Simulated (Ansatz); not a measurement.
# Co (Fm-3m) in Ansatz: further runs

Runs on Co. Level: PBE. Tasks: single point.

Everything below comes from runs of Ansatz 0.2.0. Logs are shortened: lines on timing, memory, paths and dates and some standing lists are left out, and cuts for length are marked.

### 1 Starting point

The structure is cubic, space group Fm-3m (No. 225). The conventional cell has a = 3.513 Å, b = 3.513 Å, c = 3.513 Å, α = 90.00°, β = 90.00°, γ = 90.00°. Co (site symmetry m-3m) has 12 Co at 2.48 Å as nearest neighbours.

This isn't the form of Co at room conditions, which is hcp.

### 2 Single point, PBE, collinear spin, ferromagnetic start, 10.19 Å³/atom (volume scaled by 0.94)

input.yaml reads:

```yaml
crystal:
  lattice:
    - [0.0, 1.7207970253, 1.7207970253]
    - [1.7207970253, 0.0, 1.7207970253]
    - [1.7207970253, 1.7207970253, 0.0]
  atoms:
    - { symbol: Co, position: [0.0, 0.0, 0.0], spin: 2.0 }
kpoints:
  mp_grid: { grid: [13, 13, 13] }
scf:
  occupations: { method: fermi_dirac, width: 0.05 }
hamiltonian:
  xc: pbe
  pseudopotentials: { kind: all_electron, lapw: { basis_error: 0.0005 } }
magnetization:
  spin_polarized: true
output:
  forces: true
  stress: true
  eigenvalues: true
```

Potentials or basis: all-electron LAPW, scalar-relativistic.

Run with:

```console
$ ansatz run input.yaml --threads 2 --pin off --max-ram 5120MiB --backend cpu --events-out ev --progress --plain --runs-dir out
```

The log of the run:

```text
Warning: RAYON_NUM_THREADS=2 ignored (pool sized by the plan → 2); use --threads N
LAPW: plane waves up to 9.582 Å⁻¹, error target 5.0e-4 eV per atom; small_component_spin mean_spin; Co in spheres of 1.217 Å, 17 of its electrons in bands, Dirac shells [] (how accurate: hamiltonian.pseudopotentials.lapw.basis_error, Limitations)
Engine: ansatz 0.2.0, x86_64-unknown-linux-gnu
Pseudopotentials: kind: all_electron
Pseudopotential: Co, LAPW, valence charge 17, lapw/all_electron/scalar/gaussian/Co, Koelling and Harmon's equation, gaussian nucleus
Functional definition: PBE
  parameter kappa = 0.804
  parameter beta = 0.06672455060314922
  exchange = pbe_x(kappa = kappa, mu = beta*pi^2/3)
  correlation = pbe_c(beta = beta)
Crystal: 1 atoms, lattice volume = 10.191 Å³
Basis set: ecut = 349.77926445347526 eV, 169 PW (Γ), exchange–correlation at level 2
Bands: 14, of which v1, the nominal top of the filled ones, is band 9 counted from 1 (8 counted from 0)
Symmetry: 48 space group operations
Space group: Fm-3m (ITA 225), of the structure as read, at distance tolerance 2.2e-5 Å
Magnetic group: BNS 225.116 (UNI 1618), of the structure as read, at distance tolerance 2.2e-5 Å
k-points: 84 of 2197
Non-local potential: Co, projectors of the file, none
Initial density: superposition of atomic densities (chi_scale 0.1, normalization cell)
Starting moments: Σ|m| = 2 μB on 1 of 1 site
Initial wavefunctions: plane waves of lowest kinetic energy (no species holds an atomic orbital)
Functional: x = pbe(κ = 0.804, μ = 0.2195149727645171), c = pbe(β = 0.06672455060314922)
iter 1 solved again at ethr=2.53e-5 eV; its pass at ethr=1.00e-1 eV (dr2=4.29e-3 eV) is discarded
SCF iter   1: F=—  HF=-37917.466459 eV  |F-HF|=—  |Δ(HF+E_count)|=         —  Δρ=1.94e-2 (↑1.90e-2 ↓1.94e-2)  dr2=4.38e-3  dr2_m=3.22e-2  M=1.625 μB ∫|m|=1.675 μB  β_m=0.30  ethr=2.53e-5  ⟨swp⟩=3.7  Hψ=18632  notcnv=0
Mixer restart at iter 1: flushing history
preconditioner: auto → none  [metal: Δε(μ)=0.024 eV  Ē_g=16.826 eV  σ=0.050 eV  W_gap=0.12  n_scr=0 (ndim 8)  ℏωp=34.9 eV  f_vac=0.000  D(μ)=1.00/eV (n_scr^D=14)]
SCF iter   2: F=—  HF=-37917.499370 eV  |F-HF|=—  |Δ(HF+E_count)|=   3.29e-2  Δρ=1.37e-2 (↑1.32e-2 ↓1.37e-2)  dr2=2.01e-3  dr2_m=1.61e-2  M=1.622 μB ∫|m|=1.689 μB  β_m=0.46  ethr=2.53e-5  ⟨swp⟩=2.0  Hψ=6479  notcnv=0
SCF iter   3: F=—  HF=-37917.530645 eV  |F-HF|=—  |Δ(HF+E_count)|=   3.13e-2  Δρ=5.17e-3 (↑4.64e-3 ↓5.17e-3)  dr2=3.93e-4  dr2_m=2.02e-3  M=1.620 μB ∫|m|=1.716 μB  β_m=0.45  ethr=1.18e-5  ⟨swp⟩=3.0  Hψ=7198  notcnv=0
iter 4 solved again at ethr=1.54e-7 eV; its pass at ethr=2.31e-6 eV (dr2=2.61e-5 eV) is discarded
SCF iter   4: F=—  HF=-37917.537440 eV  |F-HF|=—  |Δ(HF+E_count)|=         —  Δρ=1.76e-3 (↑1.43e-3 ↓1.76e-3)  dr2=2.61e-5  dr2_m=2.24e-4  M=1.618 μB ∫|m|=1.731 μB  β_m=0.73  ethr=1.54e-7  ⟨swp⟩=2.0  Hψ=11047  notcnv=0
the basis was enlarged: its passes take 677.2 KiB over the memory plan, 2 of 2 planned eigensolver slots
SCF iter   5: F=—  HF=-37917.539324 eV  |F-HF|=—  |Δ(HF+E_count)|=   1.88e-3  Δρ=2.28e-4 (↑6.33e-5 ↓2.28e-4)  dr2=1.52e-6  dr2_m=1.66e-6  M=1.619 μB ∫|m|=1.746 μB  β_m=0.72  ethr=1.54e-7  ⟨swp⟩=3.0  Hψ=7036  notcnv=0
SCF iter   6: F=—  HF=-37917.539341 eV  |F-HF|=—  |Δ(HF+E_count)|=   1.73e-5  Δρ=2.36e-5 (↑1.26e-5 ↓2.36e-5)  dr2=4.60e-8  dr2_m=6.56e-9  M=1.619 μB ∫|m|=1.748 μB  β_m=0.84  ethr=8.92e-9  ⟨swp⟩=3.0  Hψ=6706  notcnv=0
SCF iter   7: F=—  HF=-37917.539342 eV  |F-HF|=—  |Δ(HF+E_count)|=   1.06e-6  Δρ=5.59e-6 (↑2.55e-6 ↓5.59e-6)  dr2=2.07e-9  dr2_m=6.41e-10  M=1.619 μB ∫|m|=1.748 μB  β_m=0.92  ethr=2.71e-10  ⟨swp⟩=2.1  Hψ=6128  notcnv=0
SCF iter   8: F=—  HF=-37917.539343 eV  |F-HF|=—  |Δ(HF+E_count)|=   1.24e-7  Δρ=8.13e-7 (↑3.24e-7 ↓8.13e-7)  dr2=1.42e-11  dr2_m=2.41e-11  M=1.619 μB ∫|m|=1.748 μB  β_m=0.94  ethr=1.22e-11  ⟨swp⟩=3.0  Hψ=6827  notcnv=0
SCF iter   9: F=-37917.539343 eV  HF=-37917.539343 eV  |F-HF|=1.46e-10  |Δ(HF+E_count)|=   3.70e-9  Δρ=2.70e-7 (↑2.22e-7 ↓2.70e-7)  dr2=5.90e-12  dr2_m=2.27e-12  M=1.619 μB ∫|m|=1.748 μB  ethr=1.00e-12  ⟨swp⟩=2.9  Hψ=6407  notcnv=0
SCF 1 converged in 9 iterations: F = -37917.539343 eV  dr2 = 5.90e-12
SCF converged after 9 iterations
Magnetization: 1.6190 μB (9.3095 up, 7.6905 down)
Absolute magnetization: 1.7481 μB (∫|ρ↑−ρ↓|)
Spin contamination: 0.0221 ħ² per cell (⟨S²⟩ above its minimum at these occupations)
Per-site moments (μB) at R_I (Å): [(1.6643854048945457, 1.2167872275037173)]
Free energy (F): -37917.539343 eV
Harris-Foulkes:  -37917.539343 eV  (|F-HF|=1.46e-10)
Internal energy: -37917.531635 eV  (E = F + TS)
E sigma→0 (E₀):  -37917.535489 eV
Entropy (-TS):   -0.007708 eV (-7.708 meV/atom)
Fermi energy:    20.655300 eV
--- Per-component energies (eV) ---
  E_band       = -213.681558
  E_kinetic    = 38484.839150
  E_xc         = -1625.522514
  E_electrostatic = -74776.848271  (all electrons and nuclei)
  E_smearing   = -0.007708  (= −TS)
  E_closure    = 0.000000  (closes the sum)
  E_atoms      = -37909.289263  (free atoms, spherical and without spin; not in F)
  Σ components = -37917.539343   (vs F -37917.539343, Δ=0.00e0)
  Basis errors (estimates in eV, not in F): energy 1.1e-4 per atom: plane waves 8.3e-5 (6.1e-5 summed), levels above the bands 2.4e-220, relativity 2.2e-8, radial functions 2.3e-5, core shells 2.2e-9; eigenvalues (radial functions only) 3.9e-6; not estimated: angular momenta, meshes, grids; target (lapw.basis_error) 5.0e-4; muffin-tin radii Co 1.217 Å
--- Forces (eV/Å), atoms counted from 1 ---
  atom   1  Co    -0.00000000     0.00000000    -0.00000000
  max |Σ_I F_I| component: 2.38e-31 eV/Å
--- Stress (GPa, compression-positive) ---
       17.144616      -0.000000       0.000000
       -0.000000      17.144616       0.000000
        0.000000       0.000000      17.144616
  P = ⅓ Tr σ = 17.1446 GPa (171.446 kbar)
--- Band table (eV; the first three rows and the last of 168) ---
  k-point 0 ↑: bands = ["-75.5530", "-38.5798", "-38.5798", "-38.5798", "11.1551", "17.8319", "17.8319", "17.8319", "19.0066", "19.0066", "43.9260", "48.8243", "48.8243", "48.8243"]
  k-point 1 ↑: bands = ["-75.5489", "-38.6030", "-38.5830", "-38.5830", "11.4017", "17.7581", "17.8935", "17.8935", "18.9804", "18.9804", "43.4163", "46.5012", "48.4561", "48.4561"]
  k-point 2 ↑: bands = ["-75.5376", "-38.6673", "-38.5918", "-38.5918", "12.1128", "17.5824", "18.0198", "18.0198", "18.9597", "18.9597", "40.6584", "45.1083", "47.8143", "47.8143"]
  k-point 83 ↓: bands = ["-73.4006", "-36.8701", "-36.8338", "-36.7240", "17.2690", "18.1027", "18.4760", "20.8373", "22.0505", "28.2845", "30.2763", "32.4639", "33.8375", "50.6617"]
```

Run time: 7.1 s. Hardware: 2 threads of Intel Xeon Platinum 8488C (Sapphire Rapids), shared host; peak memory 0.41 GiB.

Results:

- Free energy: -37917.5393 eV
- Pressure: 17.1 GPa
- Band gap on the k mesh: none (metal or under the smearing width)
- Net moment: 1.62 μB per cell
- Absolute moment: 1.75 μB per cell
- Site moments: Co +1.66 μB

### 3 Single point, PBE, collinear spin, ferromagnetic start, 10.41 Å³/atom (volume scaled by 0.96)

input.yaml, as its differences from that of step 2:

```diff
@@ -2,5 +2,5 @@
   lattice:
-    - [0.0, 1.7207970253, 1.7207970253]
-    - [1.7207970253, 0.0, 1.7207970253]
-    - [1.7207970253, 1.7207970253, 0.0]
+    - [0.0, 1.7329157135, 1.7329157135]
+    - [1.7329157135, 0.0, 1.7329157135]
+    - [1.7329157135, 1.7329157135, 0.0]
   atoms:
```

Potentials or basis: all-electron LAPW, scalar-relativistic.

Run with:

```console
$ ansatz run input.yaml --threads 2 --pin off --max-ram 5120MiB --backend cpu --events-out ev --progress --plain --runs-dir out
```

It took 6.6 s on 2 threads of Intel Xeon Platinum 8488C (Sapphire Rapids), shared host; peak memory 0.41 GiB.

It converged, with:

```
Free energy            : -37917.5584 eV
Pressure               : 11.1 GPa
Band gap on the k mesh : none (metal or under the smearing width)
Net moment             : 1.63 μB per cell
Absolute moment        : 1.76 μB per cell
Site moments           : Co +1.67 μB
```

### 4 Single point, PBE, collinear spin, ferromagnetic start, 10.62 Å³/atom (volume scaled by 0.98)

input.yaml, as its differences from that of step 3:

```diff
@@ -2,5 +2,5 @@
   lattice:
-    - [0.0, 1.7329157135, 1.7329157135]
-    - [1.7329157135, 0.0, 1.7329157135]
-    - [1.7329157135, 1.7329157135, 0.0]
+    - [0.0, 1.744867234, 1.744867234]
+    - [1.744867234, 0.0, 1.744867234]
+    - [1.744867234, 1.744867234, 0.0]
   atoms:
```

Run with:

```console
$ ansatz run input.yaml --threads 2 --pin off --max-ram 5120MiB --backend cpu --events-out ev --progress --plain --runs-dir out
```

Run time: 6.6 s. Hardware: 2 threads of Intel Xeon Platinum 8488C (Sapphire Rapids), shared host; peak memory 0.41 GiB.

Results (log left out):

```yaml
Free_energy: -37917.5698 eV
Pressure: 5.8 GPa
Band_gap_on_the_k_mesh: none (metal or under the smearing width)
Net_moment: 1.63 μB per cell
Absolute_moment: 1.77 μB per cell
Site_moments: Co +1.68 μB
```

### 5 Single point, PBE, collinear spin, ferromagnetic start, 10.84 Å³/atom

input.yaml, as its differences from that of step 4:

```diff
@@ -2,5 +2,5 @@
   lattice:
-    - [0.0, 1.744867234, 1.744867234]
-    - [1.744867234, 0.0, 1.744867234]
-    - [1.744867234, 1.744867234, 0.0]
+    - [0.0, 1.7566572351, 1.7566572351]
+    - [1.7566572351, 0.0, 1.7566572351]
+    - [1.7566572351, 1.7566572351, 0.0]
   atoms:
```

Run with:

```console
$ ansatz run input.yaml --threads 2 --pin off --max-ram 5120MiB --backend cpu --events-out ev --progress --plain --runs-dir out
```

It took 6.7 s on 2 threads of Intel Xeon Platinum 8488C (Sapphire Rapids), shared host; peak memory 0.41 GiB.

The run converged. Its results:

| Property | Result |
| --- | --- |
| Free energy | -37917.5743 eV |
| Pressure | 1.0 GPa |
| Band gap on the k mesh | none (metal or under the smearing width) |
| Net moment | 1.64 μB per cell |
| Absolute moment | 1.78 μB per cell |
| Site moments | Co +1.69 μB |

### 6 Single point, PBE, collinear spin, ferromagnetic start, 11.06 Å³/atom (volume scaled by 1.02)

input.yaml, as its differences from that of step 5:

```diff
@@ -2,5 +2,5 @@
   lattice:
-    - [0.0, 1.7566572351, 1.7566572351]
-    - [1.7566572351, 0.0, 1.7566572351]
-    - [1.7566572351, 1.7566572351, 0.0]
+    - [0.0, 1.7682910658, 1.7682910658]
+    - [1.7682910658, 0.0, 1.7682910658]
+    - [1.7682910658, 1.7682910658, 0.0]
   atoms:
```

Potentials or basis: all-electron LAPW, scalar-relativistic.

Run with:

```console
$ ansatz run input.yaml --threads 2 --pin off --max-ram 5120MiB --backend cpu --events-out ev --progress --plain --runs-dir out
```

Wall time 6.6 s (2 threads of Intel Xeon Platinum 8488C (Sapphire Rapids), shared host); peak memory 0.41 GiB.

Results (log left out):

* Free energy: -37917.5727 eV
* Pressure: -3.3 GPa
* Band gap on the k mesh: none (metal or under the smearing width)
* Net moment: 1.64 μB per cell
* Absolute moment: 1.79 μB per cell
* Site moments: Co +1.69 μB

### 7 Single point, PBE, collinear spin, ferromagnetic start, 11.28 Å³/atom (volume scaled by 1.04)

input.yaml, as its differences from that of step 6:

```diff
@@ -2,5 +2,5 @@
   lattice:
-    - [0.0, 1.7682910658, 1.7682910658]
-    - [1.7682910658, 0.0, 1.7682910658]
-    - [1.7682910658, 1.7682910658, 0.0]
+    - [0.0, 1.779773797, 1.779773797]
+    - [1.779773797, 0.0, 1.779773797]
+    - [1.779773797, 1.779773797, 0.0]
   atoms:
```

Run with:

```console
$ ansatz run input.yaml --threads 2 --pin off --max-ram 5120MiB --backend cpu --events-out ev --progress --plain --runs-dir out
```

It took 6.8 s on 2 threads of Intel Xeon Platinum 8488C (Sapphire Rapids), shared host; peak memory 0.38 GiB.

It converged, with:

```
Free energy            : -37917.5656 eV
Pressure               : -7.1 GPa
Band gap on the k mesh : none (metal or under the smearing width)
Net moment             : 1.65 μB per cell
Absolute moment        : 1.80 μB per cell
Site moments           : Co +1.70 μB
```

### 8 Single point, PBE, collinear spin, ferromagnetic start, 11.49 Å³/atom (volume scaled by 1.06)

input.yaml, as its differences from that of step 7:

```diff
@@ -2,5 +2,5 @@
   lattice:
-    - [0.0, 1.779773797, 1.779773797]
-    - [1.779773797, 0.0, 1.779773797]
-    - [1.779773797, 1.779773797, 0.0]
+    - [0.0, 1.7911102415, 1.7911102415]
+    - [1.7911102415, 0.0, 1.7911102415]
+    - [1.7911102415, 1.7911102415, 0.0]
   atoms:
```

Run with:

```console
$ ansatz run input.yaml --threads 2 --pin off --max-ram 5120MiB --backend cpu --events-out ev --progress --plain --runs-dir out
```

It took 6.7 s on 2 threads of Intel Xeon Platinum 8488C (Sapphire Rapids), shared host; peak memory 0.41 GiB.

The run converged. Its results:

| Property | Result |
| --- | --- |
| Free energy | -37917.5537 eV |
| Pressure | -10.4 GPa |
| Band gap on the k mesh | none (metal or under the smearing width) |
| Net moment | 1.65 μB per cell |
| Absolute moment | 1.82 μB per cell |
| Site moments | Co +1.71 μB |

### 9 The reference run

An earlier run on the cell as given: functional PBE; potentials or basis all-electron LAPW, scalar-relativistic; cutoff 310 eV (chosen from the basis error); basis error allowed 0.001 eV/atom; k mesh 13 × 13 × 13; occupations fermi-dirac, width 0.05 eV; collinear spin, ferromagnetic start; starting moments [2.0] μB.

- Pressure: 1.0 GPa
- Band gap on the k mesh: none (metal or under the smearing width)
- Net moment: 1.64 μB per cell
- Absolute moment: 1.78 μB per cell
- Site moments: Co +1.69 μB
